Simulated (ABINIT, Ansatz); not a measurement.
**LiF and the functional, program beside program**

The structure is cubic, space group Fm-3m (No. 225). The conventional cell has a = 4.028 Å, b = 4.028 Å, c = 4.028 Å, α = 90.00°, β = 90.00°, γ = 90.00°. Around F (site symmetry m-3m) lie 6 Li at 2.01 Å. Li (site symmetry m-3m) is surrounded by 6 F at 2.01 Å.

Kept alike: task band structure; k mesh 11 × 11 × 11; occupations fermi-dirac, width 0.05 eV; no spin polarisation. The mesh is that of the run's cell of 2 atoms. No spin-orbit coupling.

- A: ABINIT; JTH PAW LDA v2.0 (LDA); JTH PAW PBE v2.0 (PBE); PseudoDojo NC SR PBEsol v0.4.1 standard (PBEsol), cutoff 626 to 1143 eV
- B: Ansatz, Ansatz PAW, made for PBE, cutoff 420 eV

| functional | A: pressure (GPa) | B: pressure (GPa) |
| --- | --- | --- |
| LDA | -6.51 | -6.46 |
| PBE | 1.76 | 2.12 |
| PBEsol | -1.40 | -1.06 |

Pressure is positive in compression; plane-wave values hold the error of the finite cutoff, which Ansatz corrects. Values on potentials made for another functional: B at LDA, PBEsol.

**Question.** How large is the effect of the functional, and do the programs agree on it?

**Answer.** From LDA to PBE the pressure moves by +8.27 in A, +8.58 in B (GPa). Row by row the programs differ by 0.05 to 0.36, and over this span the shifts, as printed, agree within about 4 %. Shifts from LDA: PBE +8.27, +8.58; PBEsol +5.11, +5.40; the programs' shifts differ by up to 0.31.
